Question

I have computed volumes for cubic silicon carbide from several density functionals, with the measured volume for comparison. LDA comes out too small and PBE too large, as I had heard. But the rows labelled GGA disagree wildly among themselves, and two of them still have no volume. How far does each level of theory really miss, and can the two open volumes be forecast from the rest?

Kohn-Sham DFT of cubic SiC (F-43m, 2-atom cell) with the programs and functionals named in the table, without spin polarization and with Fermi-Dirac smearing of 0.05 eV. Static-lattice equilibrium volumes come from energy-volume fits or cell relaxations; the basis column gives the plane-wave cutoff.

```
     method    rung           program                                           potentials    basis                k mesh  equilibrium volume (Å³/atom)  computed less measured (Å³/atom)
        LDA     LDA  Quantum ESPRESSO                     PseudoDojo 0.4.1 SR LDA standard  1116 eV     6x6x6 2-atom cell                        10.114                            -0.226
BLYP-D3(BJ)     GGA              GPAW  PAW data sets made by gpaw setup for the functional   800 eV  10x10x10 2-atom cell                        10.300                            -0.040
        PBE     GGA  Quantum ESPRESSO                              SSSP 1.3 efficiency PBE   748 eV  10x10x10 2-atom cell                        10.514                             0.174
 PBE-D3(BJ)     GGA            Ansatz                                           Ansatz PAW   420 eV  10x10x10 2-atom cell                             ?                                 ?
     PBEsol     GGA            ABINIT                                     JTH PAW PBE v2.0   517 eV     8x8x8 2-atom cell                             ?                                 ?
    vdW-DF2     GGA              GPAW                 GPAW PAW data sets (gpaw data 1.2.1)   800 eV  10x10x10 2-atom cell                        10.916                             0.576
       PBE0  hybrid            Ansatz                                           Ansatz PAW   420 eV     5x5x5 2-atom cell                        10.281                            -0.059
    PBEsol0  hybrid            Ansatz                                           Ansatz PAW   420 eV     5x5x5 2-atom cell                        10.178                            -0.162
```

Answer

Start with the misses that are large enough to trust. LDA gives a volume 2.2 % too small, PBE one 1.7 % too large, and vdW-DF2 one 5.6 % too large. In bond lengths these errors are about a third as big. The calculations hold the atoms still, whereas the measured crystal vibrates even in its ground state and is swollen by that, very roughly by up to 0.1 Å³/atom. Deviations of a few hundredths therefore do not tell you which functional is better.

The physical picture has two parts. The first is how strongly a functional rewards an uneven electron density. When a crystal is stretched, its electrons gather more sharply around atoms and bonds, and the density between them thins out. LDA gives no explicit reward for such gradients, while PBE does, so PBE lets the crystal settle at a larger volume.

The second part is attraction between atoms that are not bonded to each other. D3(BJ) adds such a dispersion attraction, pair by pair, to an ordinary functional. It grows as the atoms approach, so it acts on the crystal like an outside pressure. The vdW-DF2 functional also describes dispersion, but through its correlation energy, and it is paired with an exchange part that favours large volumes. Its row shows that having dispersion in a functional is no guarantee of a small cell.

A coil spring with a weight on top is a fair simple model for D3. The weight shortens the spring by its force divided by the stiffness, and for a crystal you replace force by pressure and stiffness by bulk modulus. The comparison holds for small compressions only. A crystal stiffens as it shrinks, and the D3 force comes from within and changes with volume, while a weight stays the same.

Forecast for PBE-D3(BJ)

The BLYP-D3(BJ) calculation tells us how heavy the weight can be. The slope of its dispersion energy with volume corresponds to a pressure of 10 GPa. With a bulk modulus near 220 GPa, that squeezes the cell by roughly half an Å³/atom. So the close agreement of BLYP-D3(BJ) with experiment very probably hides a plain BLYP volume that is much too large, although plain BLYP was not calculated here.

That pressure cannot simply be moved to PBE, because D3 is tuned to each functional. BLYP binds solids too weakly and receives a strong correction; PBE needs less. In the formula, each pair contributes one term that falls off as the sixth power of distance and one that falls off as the eighth. The PBE version cuts the second term to about 30 % of its BLYP strength and damps both slightly more at short range.

To find what remains, I summed the pair forces over eight shells of neighbours and added a smooth tail, using rough recalled D3 constants. The PBE version keeps 0.47 of the BLYP pull. As a check, the same sum gives the BLYP pull itself to within about 5 % of the value in the actual calculation. The pressure on PBE is then

P = 0.47 × 10 GPa ≈ 4.7 GPa

Now let this pressure act on the PBE crystal. Its own energy curve gives a bulk modulus B = 213 GPa, which rises by B′ = 3.93 GPa for each GPa of pressure. With V₀ as the PBE volume, the Murnaghan equation gives the compressed volume V:

V = V₀ (1 + B′P/B)^(−1/B′)
V = 10.514 × (1 + 3.93 × 4.7/213)^(−1/3.93) ≈ 10.29 Å³/atom

My forecast is 10.29 ± 0.06 Å³/atom, slightly below the measured value and close to PBE0. The error bar is a judgement. It covers an uncertainty of about 0.1 in the factor 0.47 and a few hundredths of an Å³/atom for the change of program and potentials. Had I carried over the whole BLYP pressure, the answer would have been 10.07.

Forecast for PBEsol

PBEsol is PBE with a weaker reward for density gradients, so its volume should move from PBE towards LDA. The size of the move can be read from the two hybrids, PBE0 and PBEsol0, which were calculated with the same program, potentials and mesh. They differ by 0.103 Å³/atom.

A hybrid of this kind replaces a quarter of the functional's exchange energy by exact exchange. Only three quarters of the exchange difference between PBE and PBEsol are left in the pair. If exchange causes the whole shift, the full shift is

0.103 / 0.75 = 0.137 Å³/atom

Taken off the PBE volume, this gives 10.38 ± 0.05 Å³/atom, clearly below PBE and slightly above the measured value. The bar again allows for a change of program and potentials, and for doubt about the scaling. Using the hybrid difference as it stands would give 10.41. I also expect PBEsol to lie above PBE-D3(BJ).

Here are the computed values.

The withheld rows as computed:

```
    method  rung  program        potentials   basis                k mesh  equilibrium volume (Å³/atom)  computed less measured (Å³/atom)
PBE-D3(BJ)   GGA   Ansatz        Ansatz PAW  420 eV  10x10x10 2-atom cell                        10.281                            -0.059
    PBEsol   GGA   ABINIT  JTH PAW PBE v2.0  517 eV     8x8x8 2-atom cell                        10.319                            -0.021
```

What the comparison teaches

The PBE-D3(BJ) forecast holds: the computed volume is 10.281 Å³/atom, about 0.01 below the estimate. That is much closer than the error bar promised, so I would not read it as the true accuracy of the method. The firmer result is that the full BLYP pressure would have missed by 0.21. A D3 correction has to be judged together with the functional it was tuned for.

The PBEsol forecast misses. The computed 10.319 Å³/atom lies 0.058 below the estimate, just outside the error bar, and it falls slightly below the measured value where I had placed it slightly above. The direction of the shift from PBE was right, and so was the order of the two new rows. The drop from PBE is 10.514 − 10.319 = 0.195 Å³/atom, however, which is well beyond the 0.137 I had allowed.

One weak point is the assumption that exchange does everything. PBEsol also weakens the gradient term in correlation, and theory says that this pushes the volume the other way. A hybrid keeps correlation in full but exchange only in part, so the hybrid pair shows too little of the net shift. This corrects the forecast in the right direction, but its size cannot be read from these results.

Another weak point is the change of program. The PBE volume I started from and the PBEsol volume come from different programs with different potentials, and the PBEsol calculation used potentials made for PBE. This may account for part of the miss, but these results do not show how much. A PBE calculation with the PBEsol row's program, potentials, cutoff and k mesh would give a matched starting volume, although potentials made for PBE may still suit PBE better than PBEsol.

PBE-D3(BJ) and PBE0 end at the same volume to the digits shown, yet they get there differently. One squeezes the PBE crystal with an added attraction; the other changes the exchange energy of the electrons. Agreement in volume is therefore poor evidence that two methods describe the same physics.

This also answers your question about the levels of theory. The label GGA covers deviations from −0.059 to +0.576 Å³/atom, because it lumps together different rewards for gradients and different treatments of dispersion. Nor is a hybrid sure to be an improvement. Both hybrids here lie below their parent functionals, which brings the oversized PBE cell closer to experiment but takes PBEsol from just below the measured volume to well below it. Allowing for the vibrational swelling of the measured crystal weakens that second comparison and could even reverse it, and the hybrids were run on the coarsest k mesh in the table. For another functional, ask first where it starts without corrections, and then how hard each added ingredient pulls on a crystal of that stiffness.
